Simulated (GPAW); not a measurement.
# CdS (Greenockite) (P6_3mc) in GPAW: settings compared, part 2 of 2

GPAW 26.7.0.

## 5. Dielectric tensor, PBE

run.py

```python
import numpy as np
from ase import Atoms
from ase.dft.bandgap import bandgap
from ase.io import write
from gpaw import GPAW, PW
from gpaw.response.df import DielectricFunction

atoms = Atoms(['Cd', 'Cd', 'S', 'S'],
              cell=[[4.15, 0.0, 0.0],
                    [-2.075, 3.5940054257, 0.0],
                    [0.0, 0.0, 6.737]],
              scaled_positions=[[0.6666666667, 0.3333333333, 0.5],
                                [0.3333333333, 0.6666666667, 0.0],
                                [0.6666666667, 0.3333333333, 0.875],
                                [0.3333333333, 0.6666666667, 0.375]],
              pbc=True)

calc = GPAW(mode=PW(450),
            xc='PBE',
            kpts={'size': (6, 6, 3), 'gamma': True},
            occupations={'name': 'fermi-dirac', 'width': 0.001},
            nbands=31,
            convergence={'density': 1e-06},
            maxiter=150,
            txt='gpaw.txt')
atoms.calc = calc
energy = atoms.get_potential_energy()
calc.write('gs.gpw')
write('result.traj', atoms)
print(f'Energy: {energy:.6f} eV')
print('Fermi level:', round(calc.get_fermi_level(), 4), 'eV')
print(f'Gap: {bandgap(calc)[0]:.4f} eV, direct: {bandgap(calc, direct=True)[0]:.4f} eV')

for size in [(9, 9, 5), (13, 13, 7)]:
    name = 'x'.join(str(n) for n in size)
    dense = calc.fixed_density(kpts={'size': size, 'gamma': True},
                               nbands=64, convergence={'bands': 58, 'eigenstates': 1e-7},
                               update_fermi_level=True, txt=f'dense-{name}.txt')
    dense.write(f'{name}.gpw', mode='all')
    df = DielectricFunction(f'{name}.gpw', frequencies=np.array([0.0]), hilbert=False, eta=0.001,
                            ecut=80, nbands=58, intraband=False, txt=f'df-{name}.txt')
    for xc in ['RPA', 'Bootstrap', 'LR0.1']:
        for direction in ['x', 'y', 'z', [0, 1, 1], [1, 0, 1], [1, 1, 0]]:
            e0, e = df.get_macroscopic_dielectric_constant(xc=xc, direction=direction)
            print(f'{name} {xc} {direction}: {e0:.4f} without, {e:.4f} with local fields')
```

Potentials or basis: GPAW PAW data sets (gpaw-data 1.2.1), pw.

The run is started by

```console
$ OMP_NUM_THREADS=1 python run.py
```

gpaw.txt:

```text
__  _  _
 | _ |_)|_||  |
 |__||  | ||/\| - 26.7.0

Input parameters:
  mode=PW(ecut=450.00000000000006),
  convergence={'density': 1e-06},
  kpts=MonkhorstPack(size=(6, 6, 3), gamma=True),
  maxiter=150,
  nbands=31,
  occupations=Occupations(name='fermi-dirac', width=0.001),
  xc=XC(name='PBE')

Diagonalizing LCAO Hamiltonian
Converting LCAO to pw mode

            S

            Cd
        S

        Cd

Atoms  # Å, Bohr magnetons
|   | symbol |         x |        y |        z |    initial magnetic moments |
|---|--------|-----------|----------|----------|-----------------------------|
| 0 |     Cd |  2.075000 | 1.198002 | 3.368500 | ( 0.0000,  0.0000,  0.0000) |
| 1 |     Cd | -0.000000 | 2.396004 | 0.000000 | ( 0.0000,  0.0000,  0.0000) |
| 2 |      S |  2.075000 | 1.198002 | 5.894875 | ( 0.0000,  0.0000,  0.0000) |
| 3 |      S | -0.000000 | 2.396004 | 2.526375 | ( 0.0000,  0.0000,  0.0000) |

Unit cell  # Å
| periodic |         x |        y |        z |  lengths |     angles |
|----------|-----------|----------|----------|----------|------------|
|      yes |  4.150000 | 0.000000 | 0.000000 | 4.150000 |  90.000000 |
|      yes | -2.075000 | 3.594005 | 0.000000 | 4.150000 |  90.000000 |
|      yes |  0.000000 | 0.000000 | 6.737000 | 6.737000 | 120.000000 |

Number of symmetries: 6
Symmetry operations  # r_c * U_cc + t_c -> r_c
|   | kind |            matrix            |
|---|------|------------------------------|
| 0 |  σ   |  1, 1, 0,  0,-1, 0,  0, 0, 1 |
| 1 |  E   |  1, 0, 0,  0, 1, 0,  0, 0, 1 |
| 2 |  C3  |  0, 1, 0, -1,-1, 0,  0, 0, 1 |
| 3 |  σ   |  0,-1, 0, -1, 0, 0,  0, 0, 1 |
| 4 |  σ   | -1, 0, 0,  1, 1, 0,  0, 0, 1 |
| 5 |  C3  | -1,-1, 0,  1, 0, 0,  0, 0, 1 |

BZ-sampling:
  Number of BZ points: 108
  Number of IBZ points: 17

  Monkhorst-Pack size: [6, 6, 3]
  Monkhorst-Pack shift: [0.08333333333333333, 0.08333333333333333, 0.0]

K-points  # in reciprocal-cell coordinates
|     |                                coordinates |     weight |
|-----|--------------------------------------------|------------|
|   0 | (  0.00000000,   0.00000000,   0.00000000) | 0.00925926 |
|   1 | (  0.00000000,   0.00000000,   0.33333333) | 0.01851852 |
|   2 | (  0.16666667,   0.00000000,  -0.33333333) | 0.05555556 |
|   3 | (  0.16666667,   0.00000000,   0.00000000) | 0.05555556 |
|   4 | (  0.16666667,   0.00000000,   0.33333333) | 0.05555556 |
|   5 | (  0.33333333,  -0.16666667,   0.00000000) | 0.05555556 |
|   6 | (  0.33333333,  -0.16666667,   0.33333333) | 0.11111111 |
|   7 | (  0.33333333,   0.00000000,  -0.33333333) | 0.05555556 |
|   8 | (  0.33333333,   0.00000000,   0.00000000) | 0.05555556 |
|   9 | (  0.33333333,   0.00000000,   0.33333333) | 0.05555556 |
| ... |                                            |            |
|  16 | (  0.50000000,   0.50000000,   0.33333333) | 0.05555556 |

Plane wave coefficients: 2190
Cutoff: 450.00000000000006 eV

Spin-components: 1 (collinear spins)
Bands:           31
Projectors:      22
Spin-degeneracy: 2
Datatype:        complex128

Parallelization:
  kpt:    1
  domain: 1
  band:   1

Density:
  Valence electrons: 36.0
  Components: 1
  Grid points: [21 21 35]
  Charge: 0.0  # |e|

Potential:
  Grid points: [21 21 35]

species:
  Cd:
    name:    Cadmium
    Z:       48.0
    valence: 12
    core:    36
    charge:  0.0  # [|e|]
    compensation charges:
      type: gauss
      rc: 0.38  # [Å]
      lmax: 2
    cutoffs:
      filter: 2.12  # [Å]
      core: 2.62  # [Å]
    projectors
    | kind |    occ | energy [eV] | rcut [Å] |
    |------|--------|-------------|----------|
    |   5s |  2.000 |      -5.655 |    1.191 |
    |   5p |  0.000 |      -1.186 |    1.228 |
    |   4d | 10.000 |     -11.739 |    1.164 |
    |    s |        |      21.556 |    1.191 |
    |    p |        |      26.026 |    1.228 |
    |    d |        |      15.473 |    1.164 |

    Using partial waves for Cd as LCAO basis

  S:
    name:    Sulfur
    Z:       16.0
    valence: 6
    core:    10
    charge:  0.0  # [|e|]
    compensation charges:
      type: gauss
      rc: 0.24  # [Å]
      lmax: 2
    cutoffs:
      filter: 1.77  # [Å]
      core: 1.66  # [Å]
    projectors
    | kind |    occ | energy [eV] | rcut [Å] |
    |------|--------|-------------|----------|
    |   3s |  2.000 |     -17.254 |    0.974 |
    |   3p |  4.000 |      -7.008 |    0.979 |
    |    s |        |       9.957 |    0.974 |
    |    p |        |      20.203 |    0.979 |
    |    d |        |       0.000 |    0.900 |

    Using partial waves for S as LCAO basis

Reference energy: -326061.476468  # eV

eigensolver:
  PPCG
  Converge bands: occupied
  niter=2

density mixing:
  MSR1-Mixer
  Pratt-step length: 0.05
  Maximum mixing coefficient: 0.75
  Old densities: 10
  SVD Regularization: 0.005
  Good broyden scale: 1.0
  Trust region scale: 1.0
  Backstep threshold: 4.0
  History deletion threshold: 6.0
  Fourier metric: weight=20.0, sigma=0.015

occupation numbers:
  Fermi-Dirac:
    width: 0.0010  # eV

poisson solver:
  ecut: 3600.0000000000005  # eV

xc functional:
  name: PBE with 2 nearest neighbor stencil

convergence criteria:
- Maximum integral of absolute [dens]ity change: 1e-06 electrons / valence electron
- Maximum [total energy] change in last 3 cyles: 0.0005 eV / valence electron
- Maximum integral of absolute [eigenst]ate change: 4e-08 eV^2 / valence electron
maximum number of iterations: 150

SCF iterations
|iter     | |      energy | eigst |  dens |
|---------|-|-------------|-------|-------|
|iter:   1| |  -13.623238 | -0.50 |       |
|iter:   2| |  -13.395651 | -2.18 | -1.12 |
|iter:   3| |  -12.601959 | -1.38 | -1.16 |
|iter:   4| |  -12.598163 | -3.30 | -1.73 |
|iter:   5| |  -12.597370c| -3.69 | -2.16 |
|iter:   6| |  -12.597448c| -5.06 | -2.94 |
|iter:   7| |  -12.597460c| -6.30 | -3.50 |
|iter:   8| |  -12.597460c| -7.33 | -4.38 |
|iter:   9| |  -12.597459c| -7.69c| -4.73 |
|iter:  10| |  -12.597459c| -7.97c| -5.24 |
|iter:  11| |  -12.597459c| -8.74c| -5.81 |
|iter:  12| |  -12.597459c| -9.52c| -6.24c|

Converged in 12 steps
Energy contributions relative to reference atoms: (reference = -326061.476468)

Energy contributions:
  Kinetic:          37.216854
  Coulomb:         -33.665707
  Zero:              0.280606
  External:          0.000000
  Xc:              -16.429213
  Entropy:          -0.000000
  Spinorbit:         0.000000
  ----------------------------
  Free energy:     -12.597459
  Extrapolated:    -12.597459

dipole moment: (-0.000007, -0.000017, -18.973880)  # |e|*Ang

Fermi level: 3.620
Eigenvalues  # (at kpt = [0.000, 0.000, 0.000])
| band index |      eig [eV] | occ [0-2] |
|------------|---------------|-----------|
|          0 |        -8.846 |     2.000 |
|        ... |               |           |
|         10 |        -3.653 |     2.000 |
|         11 |        -3.318 |     2.000 |
|         12 |        -0.882 |     2.000 |
|         13 |         2.701 |     2.000 |
|         14 |         2.701 |     2.000 |
|         15 |         3.422 |     2.000 |
[... 8 lines left out ...]
|         24 |        10.995 |     0.000 |
|         25 |        11.131 |     0.000 |
|        ... |               |           |
|         30 |        14.976 |     0.000 |

Gap: 1.178 eV
Transition (v -> c):
  (s=0, k=0, n=17, [0.00, 0.00, 0.00]) -> (s=0, k=0, n=18, [0.00, 0.00, 0.00])
No difference between direct/indirect transitions
# Writing to gs.gpw (mode='')
```

Run time: 13 min. Hardware: 1 thread of Arm Neoverse V1, shared host; peak memory 0.81 GiB.

Results:

```
Free energy                             : -12.5975 eV
Band gap on the k mesh                  : 1.18 eV, direct
Electronic dielectric tensor (diagonal) : 5.63, 5.63, 5.72
```

Electronic dielectric tensor:
```
5.63 0.00 0.00
0.00 5.63 0.00
0.00 0.00 5.72
```

Caveat: the long-wavelength limit can be off by several per cent where d states take part; an odd mesh through Γ misses points on the zone boundary, where band edges often lie.

## 6. Summary

| task | level | potentials or basis | spin | k mesh | cutoff (eV) | smearing | band path | band points | spin axis theta (degrees) | spin axis phi (degrees) | soc after scf | gap on the mesh (eV) | pressure (GPa) | largest force (eV/Å) |
| --- | --- | --- | --- | --- | --- | --- | --- | --- | --- | --- | --- | --- | --- | --- |
| band structure | AM05 | PAW data sets generated in the run's folder for this functional, pw | SOC, no magnetisation | 5 × 5 × 3 | 600 | fermi-dirac 0.05 eV | GMKGALHA,LM,KH | 60 | 0 | 0 | second variation | 1.14 | -0.6 | 0.06 |
| band structure | revPBE | the program's PAW data sets (release 1.2.1) made for this functional, pw | SOC, no magnetisation | 5 × 5 × 3 | 600 | fermi-dirac 0.05 eV | GMKGALHA,LM,KH | 80 | 0 | 0 | second variation | 1.30 | 3.5 | 0.07 |
| band structure | RPBE | the program's PAW data sets (release 1.2.1) made for this functional, pw | SOC, no magnetisation | 5 × 5 × 3 | 600 | fermi-dirac 0.05 eV | GMKGALHA,LM,KH | 100 | 54.7 | 45 | second variation | 1.35 | 4.1 | 0.07 |
| dielectric tensor | PBE | GPAW PAW data sets (gpaw-data 1.2.1), pw | off | 6 × 6 × 3 | 450 | fermi-dirac 0.001 eV | - | - | - | - | - | 1.18 | - | - |

Alike in all rows: cell as given.

Caveats: spin-orbit coupling was added after a scalar SCF, so levels and gaps hold it while energy, forces, pressure and moments don't (some runs); this program's spin-orbit splittings come out too wide for heavy elements (some runs); the long-wavelength limit can be off by several per cent where d states take part (some runs); an odd mesh through Γ misses points on the zone boundary, where band edges often lie (some runs).

Total energies depend on the potentials used, so only differences within one code and one set of settings carry meaning.

## 7. How close it comes

Step 2. A measured gap of CdS is 2.5809 eV (quoted in “Isotope dependence of band-gap energy”, 2008, arxiv:0807.2152); the calculated 1.14 eV misses it by -1.44 eV. So large a miss can be the level of theory's own, or it may mean another phase, state or a wrong row. The value is that of AM05, without temperature or zero-point motion. Semilocal functionals fall short of measured gaps as a rule.

Step 3. Measured gap of CdS: 2.5809 eV (quoted in “Isotope dependence of band-gap energy”, 2008, arxiv:0807.2152). This calculation gives 1.30 eV (-1.28 eV). The value is that of revPBE, without temperature or zero-point motion. Semilocal functionals fall short of measured gaps as a rule.

Step 4. Measured gap of CdS: 2.5809 eV (quoted in “Isotope dependence of band-gap energy”, 2008, arxiv:0807.2152). This calculation gives 1.35 eV (-1.23 eV). The value is that of RPBE, without temperature or zero-point motion. Semilocal functionals fall short of measured gaps as a rule.

Step 5. The gap isn't set beside the deposited one, since this odd mesh misses points on the zone boundary.
